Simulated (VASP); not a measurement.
Write the native input for VASP 6.6.1 that does the following.

| Quantity | Value |
| --- | --- |
| Task | single point |
| Functional | PBE |
| Dispersion | MBD |
| Potentials or basis | VASP PAW PBE potentials, release 64 (C) |
| Cutoff | 520 eV |
| k mesh | 16 × 16 × 4 |
| Occupations | fermi-dirac, width 0.05 eV |
| Spin | no spin polarisation |
| Further INCAR settings | ALGO = Normal; EDIFF = 1e-06; NBANDS = 16 |

The structure of C lies in POSCAR:

```
C
1.0
    2.4610000000      0.0000000000      0.0000000000
   -1.2305000000      2.1312885187      0.0000000000
    0.0000000000      0.0000000000      6.7080000000
C
4
Direct
    0.0000000000      0.0000000000      0.2500000000
    0.3333333333      0.6666666667      0.2500000000
    0.0000000000      0.0000000000      0.7500000000
    0.6666666667      0.3333333333      0.7500000000
```

The cell was built by a generator and needn't be a form met in nature.

One way to write it, as run:

INCAR

```
SYSTEM = C
  ALGO = Normal
  EDIFF = 1E-6
  ENCUT = 520
  GGA = PE
  ISIF = 2
  ISMEAR = -1
  IVDW = 202
  LASPH = .True.
  LCHARG = .False.
  LREAL = .False.
  LWAVE = .False.
  NBANDS = 16
  NELM = 100
  PREC = Accurate
  SIGMA = 0.05
```

KPOINTS

```
k-points
0
Gamma
  16 16 4
  0 0 0
```

Potentials or basis: VASP PAW PBE potentials, release 64 (C).

Command:

```console
$ cat potpaw_PBE.64/C/POTCAR > POTCAR
$ mpirun -np 1 vasp_std > vasp.out
```

It gave:

The pressure is 0.7 GPa. The band gap on the k mesh is 0.56 eV, direct and the dispersion energy per atom is -0.147 eV.

Wall time 55 s on 1 thread of Intel(R) Xeon(R) Platinum 8488C (Sapphire Rapids) (shared host), peak memory 0.16 GiB.
